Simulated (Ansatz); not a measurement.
ZnS built on the zincblende prototype, relaxed with r2SCAN in the PAW code Ansatz. It is cubic, F-43m (No. 216); conventional cell a = 5.388 Å, 19.55 Å³ an atom. Zn is surrounded by 4 S at 2.33 Å; S is surrounded by 4 Zn at 2.33 Å.

The axes x, y and z are those of this cell:
```
Zn S
1.0
     0.00000    2.69409    2.69409
     2.69409    0.00000    2.69409
     2.69409    2.69409    0.00000
Zn S
1 1
Direct
  0.00000 0.00000 0.00000
  0.25000 0.25000 0.25000
```

Unstrained: PBE gives a direct gap of 2.147 eV at Γ. The r2SCAN gap is direct at Γ: 2.705 eV. HSE06 gives a direct gap of 3.378 eV at Γ. Meshes: PBE 8×8×8, r2SCAN 8×8×8, HSE06 6×6×6. Strains are changes of length per length. After each strain the atoms were relaxed again with r2SCAN within the symmetry that the strain leaves, so tilts or polar shifts that break it weren't tested; points keep the names that they have in the unstrained zone. (Simulation; spin polarisation is off.)

Problem. Apply uniaxial -5.0 % along x, other directions held. How far does the gap move, against the unstrained cell?

Solution. PBE: the gap goes from 2.147 to 2.255 eV (+0.108 eV); with r2SCAN the top three valence levels at Γ, degenerate before, become 1+2 from the top over 175 meV. r2SCAN: the gap goes from 2.705 to 2.824 eV (+0.119 eV). HSE06: the gap goes from 3.378 to 3.500 eV (+0.122 eV). The r2SCAN energy rises by 17.3 meV an atom.

Problem. Apply epitaxial +0.5 % in the plane normal to [111], free normal strain -0.28 %. How far does the gap move, against the unstrained cell?

Solution. PBE: the gap goes from 2.147 to 2.089 eV (-0.058 eV); with r2SCAN the top three valence levels at Γ, degenerate before, become 1+2 from the top over 41 meV. r2SCAN: the gap goes from 2.705 to 2.644 eV (-0.061 eV). HSE06: the gap goes from 3.378 to 3.314 eV (-0.064 eV). The r2SCAN energy rises by 0.5 meV an atom.

Problem. Estimate what isotropic -4.0 % on every length does to the gap.

Solution. PBE: the gap goes from 2.147 to 2.695 eV (+0.548 eV). r2SCAN: the gap goes from 2.705 to 3.286 eV (+0.581 eV). HSE06: the gap goes from 3.378 to 3.967 eV (+0.589 eV). The r2SCAN energy rises by 80.0 meV an atom.

Problem. Apply uniaxial -4.0 % along z, other directions held. How far does the gap move, against the unstrained cell?

Solution. PBE: the gap goes from 2.147 to 2.232 eV (+0.085 eV); with r2SCAN the top three valence levels at Γ, degenerate before, become 1+2 from the top over 142 meV. r2SCAN: the gap goes from 2.705 to 2.798 eV (+0.093 eV). HSE06: the gap goes from 3.378 to 3.474 eV (+0.096 eV). The r2SCAN energy rises by 11.0 meV an atom.

Problem. Estimate what epitaxial +3.0 % in the xy plane, free normal strain -3.65 % does to the gap.

Solution. PBE: the gap goes from 2.147 to 1.905 eV (-0.242 eV); with r2SCAN the top three valence levels at Γ, degenerate before, become 1+2 from the top over 210 meV. r2SCAN: the gap goes from 2.705 to 2.455 eV (-0.250 eV). HSE06: the gap goes from 3.378 to 3.120 eV (-0.258 eV). The r2SCAN energy rises by 9.6 meV an atom.

The meshes of the hybrids are coarse, so their gaps aren't converged to the digits shown.

The splittings at Γ are without spin-orbit coupling, which regroups them where it is of like size or larger.
